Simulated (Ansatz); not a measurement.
# All-electron card of HgTe

```
CELL_PARAMETERS angstrom
0.00000 3.22350 3.22350
3.22350 0.00000 3.22350
3.22350 3.22350 0.00000
ATOMIC_POSITIONS crystal
Hg 0.00000 0.00000 0.00000
Te 0.75000 0.75000 0.75000
```

Atoms are numbered in the order listed.

The cell is COD entry 1539232, as deposited and not checked against the literature; nothing was relaxed.

Spin–orbit coupling is left out, though it moves levels of the heavy atoms by tenths of an eV or more.

Levels of theory: DFT, LDA, all-electron LAPW, scalar-relativistic (Ansatz 0.2.0); DFT, LDA, PAW with Ansatz's default frozen-core files, scalar-relativistic (Ansatz 0.2.0).

For LAPW: a Γ-centred 11×11×11 k mesh, Fermi–Dirac smearing of 0.03 eV, basis error target 0.5 meV/atom, no spin polarisation. PAW takes a cutoff of 420 eV at this cell (files made with PBE, cores remade for this functional). The Ansatz runs share mesh, smearing and spin set-up. Values come from LAPW unless marked.

- Löwdin charges (with 0.24 e of the cell spilling out of the atomic basis, so their sizes and signs hang on that basis): Hg1 0.98, Te2 -0.73 e
- Band gap: none at this level of theory (metallic, semimetallic, or a small gap that the functional closes)
- Bader charges (from the PAW run): Hg1 +0.04, Te2 -0.04 e
- Volume per atom: 33.50 Å³

(1) Give the computed value. Pressure at this cell.

(2) Density of states at the Fermi level (0.2 eV bin): what does the calculation give?

## Answers

(1) -2.6 kbar.

(2) 0.01 states/eV per cell.
